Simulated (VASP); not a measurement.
Crystal: GaN.

```
Ga N
1.0
     3.18000    0.00000    0.00000
    -1.59000    2.75396    0.00000
     0.00000    0.00000    5.16600
Ga N
2 2
Direct
  0.66667 0.33333 0.50000
  0.33333 0.66667 0.00000
  0.66667 0.33333 0.87500
  0.33333 0.66667 0.37500
```

* Program: VASP 6.6.1
* Task: relaxation of cell and atoms
* Functional: LDA
* Potentials or basis: VASP PAW LDA potentials, release 64 (Ga_d, N)
* Cutoff: 600 eV
* k mesh: 10 × 10 × 5
* Occupations: fermi-dirac, width 0.05 eV
* Spin: no spin polarisation

At the start: pressure -3.6 GPa; volume 11.31 Å³/atom.

Q: Where does the relaxation end?

A: Over 4 steps the energy falls by 2.7 meV/atom and the volume is 11.10 Å³/atom (-1.9 %); space group P6_3mc (No. 186, to 0.05 Å).

Step by step:
| step | energy change (eV) | largest force (eV/Å) | pressure (GPa) | volume (Å³) |
| --- | --- | --- | --- | --- |
| 1 | 0.0000 | 0.1278 | -3.56 | 45.24 |
| 2 | 0.0001 | 0.1157 | 3.87 | 43.62 |
| 3 | -0.0109 | 0.0118 | 0.00 | 44.42 |
| 4 | -0.0109 | 0.0084 | 0.09 | 44.40 |

Final structure:
```
Ga N
1.0
     3.15620    0.00000    0.00000
    -1.57810    2.73335    0.00000
     0.00000    0.00000    5.14696
Ga N
2 2
Cartesian
  1.5781 0.9111 2.5703
  0.0000 1.8222 5.1438
  1.5781 0.9111 4.5067
  0.0000 1.8222 1.9332
```
